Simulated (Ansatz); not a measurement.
Molecular dynamics on a 2×2×2 supercell (16 atoms) of ZnS (CsCl type), relaxed with r2SCAN. Forces come from r2SCAN in the PAW code Ansatz: constant energy and volume (NVE), velocities drawn at 450 K, steps of 1.5 fs. Spin polarisation is off, nuclei are classical, and the run is far too short for thermal averages. The structure comes from a prototype and may be hypothetical.

```yaml
crystal:
  lattice:
    - [6.3584677178, 0.0, 0.0]
    - [0.0, 6.3584677178, 0.0]
    - [0.0, 0.0, 6.3584677178]
  atoms:
    - { symbol: Zn, position: [0.0, 0.0, 0.0] }
    - { symbol: S, position: [0.25, 0.25, 0.25] }
    - { symbol: Zn, position: [0.0, 0.0, 0.5] }
    - { symbol: S, position: [0.25, 0.25, 0.75] }
    - { symbol: Zn, position: [0.0, 0.5, 0.0] }
    - { symbol: S, position: [0.25, 0.75, 0.25] }
    - { symbol: Zn, position: [0.0, 0.5, 0.5] }
    - { symbol: S, position: [0.25, 0.75, 0.75] }
    - { symbol: Zn, position: [0.5, 0.0, 0.0] }
    - { symbol: S, position: [0.75, 0.25, 0.25] }
    - { symbol: Zn, position: [0.5, 0.0, 0.5] }
    - { symbol: S, position: [0.75, 0.25, 0.75] }
    - { symbol: Zn, position: [0.5, 0.5, 0.0] }
    - { symbol: S, position: [0.75, 0.75, 0.25] }
    - { symbol: Zn, position: [0.5, 0.5, 0.5] }
    - { symbol: S, position: [0.75, 0.75, 0.75] }
kpoints:
  mp_grid: { grid: [2, 2, 2] }
hamiltonian:
  xc: r2scan
scf:
  occupations: { method: fermi_dirac, width: 0.039 }
md:
  ensemble: nve
  temperature: 450
  timestep: 1.5
  n_steps: 30
  initial_velocities: maxwell_boltzmann
  seed: 1999
```

Run as `ansatz run input.yaml --threads 4 --pin off --max-ram 3686MiB --backend cpu --events-out ev --progress --plain --runs-dir out`. It took 2.9 min on 4 threads of Arm Neoverse V2 (shared host), load about 0.7 per core; peak host memory 1.5 GiB.

Task: How do temperature and energy develop?

Result: The temperature goes from 450 K to 3155 K in 45 fs. The free energy ends below that of the starting lattice, which is therefore no minimum: the cell is distorting and heats up. The conserved energy stays within 0.38 meV an atom. By the last step the atoms have moved 0.34 Å in the root mean square, the drift of the whole cell taken out, 0.59 Å at most.
```csv
step,t (fs),T (K),free energy F from step 0 (meV/atom),kinetic energy (meV/atom),largest force (eV/Å)
0,0,450,0.0,54.5,0.00
1,1.5,450,0.0,54.5,0.13
2,3,451,-0.1,54.6,0.26
3,4.5,451,-0.2,54.7,0.40
4,6,453,-0.4,54.9,0.54
5,7.5,456,-0.7,55.3,0.68
6,9,461,-1.3,55.9,0.83
7,10.5,468,-2.2,56.7,0.99
8,12,479,-3.5,58.1,1.15
9,13.5,495,-5.4,59.9,1.31
10,15,516,-7.9,62.5,1.48
11,16.5,544,-11.4,66.0,1.65
12,18,582,-15.9,70.5,1.81
13,19.5,629,-21.6,76.2,1.98
14,21,688,-28.8,83.4,2.13
15,22.5,761,-37.6,92.2,2.28
16,24,848,-48.1,102.7,2.42
17,25.5,950,-60.5,115.1,2.55
18,27,1069,-74.9,129.5,2.69
19,28.5,1204,-91.2,145.9,2.81
20,30,1355,-109.5,164.1,2.90
21,31.5,1520,-129.7,184.2,2.97
22,33,1699,-151.3,205.9,3.00
23,34.5,1888,-174.2,228.7,3.01
24,36,2083,-197.9,252.4,2.98
25,37.5,2281,-222.0,276.4,2.91
26,39,2478,-245.8,300.2,2.82
27,40.5,2668,-268.9,323.3,2.69
28,42,2847,-290.7,345.0,2.53
29,43.5,3011,-310.6,364.8,2.61
30,45,3155,-328.1,382.3,2.94
```

Positions (Å) and forces (eV/Å) at step 30:
```
Zn   0.100  -0.094   0.058    -0.511  -0.063  -0.112
S    1.048   1.506   1.549    -0.418   0.501  -0.151
Zn   0.113   0.022   3.114    -0.490  -0.173   0.514
S    1.876   1.616   4.758     0.798  -0.433  -0.169
Zn   0.092   3.284   0.027    -0.493  -0.703  -0.409
S    1.968   4.726   1.576     1.218  -0.583   0.858
Zn   0.107   3.319   3.145    -0.446  -0.151   0.136
S    1.238   4.737   4.879    -1.271   0.217  -0.512
Zn   2.955  -0.088   0.004     0.752   0.404  -0.008
S    4.364   1.252   1.661    -2.125   0.179   0.028
Zn   3.199  -0.051   3.311    -1.323   1.772  -1.931
S    4.953   1.971   4.799     1.547   1.402   0.126
Zn   3.095   3.132   0.047     0.508  -0.355  -0.009
S    5.117   4.614   1.333     1.089  -0.582   0.250
Zn   3.295   3.107   3.166     0.378  -0.226   0.103
S    4.385   5.187   4.561     0.786  -1.204   1.284
```
